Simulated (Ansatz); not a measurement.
System: α-quartz-type GeO₂ (metastable phase). Method: rVV10 (plane waves, PAW; Ansatz, an electronic-structure program).

Run with plane-wave cutoff 520 eV, 12×12×6 k mesh (along the axes of the cell as run), Fermi–Dirac smearing 0.01 eV, scalar-relativistic PAW data made under PBE.

Equation-of-state points:

```csv
V (Å³/atom),E − E_lowest (meV/atom),P (GPa)
13.195,3.02,1.819
13.470,0.73,0.865
13.745,0.00,-0.003
14.020,0.69,-0.792
14.295,2.68,-1.517
```

Estimate the bulk modulus from the pressures at 13.470 and 14.020 Å³/atom, and compare it with a fit to all energies.

B = −V dP/dV. Between V = 13.470 and 14.020 Å³/atom, dP/dV = (-0.792 − (0.865))/(14.020 − 13.470) = -3.01 GPa per Å³/atom; at the midpoint 13.745 Å³/atom this gives B ≈ 41.4 GPa. The third-order Birch–Murnaghan fit gives V0 = 13.745 Å³/atom, B0 = 41.4 GPa, B′ = 3.6, which lies within 1 % of that estimate.

Shape and atoms are relaxed at each volume.

Measured, for comparison: bulk modulus 42 GPa (room temperature, not corrected to a static lattice, from measured elastic constants; as tabulated in Sevik and Bulutay (2007), arXiv:cond-mat/0610176). Computed (rounded) less measured: bulk modulus -1 %.

Note: the bulk modulus comes from volumes at which shape and atoms were relaxed.

Static lattice: no zero-point or thermal effects.
